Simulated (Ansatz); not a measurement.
Space group P2_13 (No. 198). a = 4.448 Å, b = 4.448 Å, c = 4.448 Å, α = 90.00°, β = 90.00°, γ = 90.00°
```csv
atom,site,symmetry,x,y,z
Fe,4a,.3.,0.1360,0.1360,0.1360
Si,4a,.3.,0.8407,0.8407,0.8407
```

Equation of state of this FeSi structure (not necessarily the ground state), with shape and atoms relaxed at each volume where symmetry leaves them free. Level of theory: DFT PBE, scalar-relativistic, plane waves, PAW in Ansatz 0.2.0.

Settings: cutoff 420 eV, Γ-centred mesh 8×8×8 on the computed 8-atom cell, Gaussian smearing of 0.01 eV; no spin polarisation.

```json
{"V (Å³/atom)": "9.680", "E − E(largest V) (meV/atom)": "75.27", "P (GPa)": "37.60", "gap on mesh (eV)": "0.16"}
{"V (Å³/atom)": "10.011", "E − E(largest V) (meV/atom)": "10.46", "P (GPa)": "25.67", "gap on mesh (eV)": "0.16"}
{"V (Å³/atom)": "10.341", "E − E(largest V) (meV/atom)": "-31.76", "P (GPa)": "15.61", "gap on mesh (eV)": "0.16"}
{"V (Å³/atom)": "10.671", "E − E(largest V) (meV/atom)": "-54.92", "P (GPa)": "7.12", "gap on mesh (eV)": "0.17"}
{"V (Å³/atom)": "11.001", "E − E(largest V) (meV/atom)": "-62.02", "P (GPa)": "-0.02", "gap on mesh (eV)": "0.17"}
{"V (Å³/atom)": "11.331", "E − E(largest V) (meV/atom)": "-55.63", "P (GPa)": "-6.01", "gap on mesh (eV)": "0.17"}
{"V (Å³/atom)": "11.661", "E − E(largest V) (meV/atom)": "-37.94", "P (GPa)": "-11.01", "gap on mesh (eV)": "0.17"}
{"V (Å³/atom)": "12.101", "E − E(largest V) (meV/atom)": "0.00", "P (GPa)": "-16.37", "gap on mesh (eV)": "0.17"}
```

**Question.** Fit a third-order Birch–Murnaghan equation to E(V).

**Answer.** V0 = 11.00 Å³/atom, B0 = 217 GPa, B0' = 4.8.

Cost: 8 runs of about 10 core-minutes in all, on Arm Neoverse V1 (shared hosts).